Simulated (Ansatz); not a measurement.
BaSnO3:
```yaml
crystal:
  lattice:
    - [4.12185, 0.00000, 0.00000]
    - [0.00000, 4.12185, 0.00000]
    - [0.00000, 0.00000, 4.12185]
  atoms:
    - { symbol: Ba, position: [0.00000, 0.00000, 0.00000] }
    - { symbol: Sn, position: [0.50000, 0.50000, 0.50000] }
    - { symbol: O, position: [0.00000, 0.50000, 0.50000] }
    - { symbol: O, position: [0.50000, 0.50000, 0.00000] }
    - { symbol: O, position: [0.50000, 0.00000, 0.50000] }
```

Relaxed with PBEsol. Special points in fractions of this cell's reciprocal vectors: Γ (0.000, 0.000, 0.000); X (0.000, 0.500, 0.000); M (0.500, 0.500, 0.000); R (0.500, 0.500, 0.500).

Q: List the band energies nearest the valence-band maximum at these points for DFT-PBEsol in the program Ansatz with PAW potentials.

A: In eV from the valence-band maximum; about four levels below and three above (degenerate sets whole), none deeper than 8.9 eV; points with the same levels are listed once.

| k | below | above |
|---|---|---|
| Γ | -1.07 -1.07 -1.07 -0.49 -0.49 -0.49 | 0.86 4.89 4.89 |
| X | -1.16 -1.16 -1.00 -1.00 | 4.92 6.77 7.07 |
| M | -1.11 -1.11 -0.71 -0.05 | 6.72 7.77 8.10 |
| R | -0.69 -0.69 0.00 0.00 0.00 | 5.18 5.18 5.18 |

Space group Pm-3m (cubic perovskite). The PBEsol relaxation kept the symmetry of its start. Spin–orbit coupling is left out wherever it is not named.

Potentials: the later of the program's two PAW sets.
